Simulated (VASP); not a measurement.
A run of VASP 6.6.1 is set up as follows.

The input INCAR:

```
SYSTEM = Hf
ALGO = Normal ; EDIFF = 1E-6
EDIFFG = -0.01 ; ENCUT = 600
GGA = PE ; IBRION = 2
ISIF = 3 ; ISMEAR = -1
LASPH = .TRUE. ; LCHARG = .FALSE.
LREAL = .FALSE. ; LWAVE = .FALSE.
NELM = 60 ; NSW = 60
PREC = Accurate ; PSTRESS = 0
SIGMA = 0.05
```

Contents of KPOINTS:

```
k-points
0
G
  9 9 6
  0 0 0
```

The input POSCAR:

```
Hf
1.0
    0.0000000000     -2.2200000000     -2.2200000000
    0.0000000000      2.2200000000     -2.2200000000
    4.4400000000      0.0000000000      0.0000000000
Hf
2
Direct
    0.5138198400      0.4808622700      0.5061421700
    0.9861801600      0.0191377300      0.9938578300
```

Potentials or basis: VASP PAW PBE potentials, release 64 (Hf_pv).

Command:

```bash
$ cat potpaw_PBE.64/Hf_pv/POTCAR > POTCAR
$ mpirun -np 1 vasp_std > vasp.out
```

Question: Predict the relaxed cell.

Answer: a = 3.186 Å, b = 3.186 Å, c = 4.437 Å, α = 89.98°, β = 90.01°, γ = 90.00°.

Question: Estimate the band gap on the k mesh.

Answer: None (metal or under the smearing width).

Question: Estimate the relaxed volume.

Answer: 22.52 Å³/atom.

Forces in eV/Å, atoms in the order of the input:
```
Hf  -0.005 -0.004  0.000
Hf   0.005  0.004  0.000
```

The run has no spin-orbit coupling, so splittings on Hf are missing. PBE usually gives volumes a little too large and moduli too small.
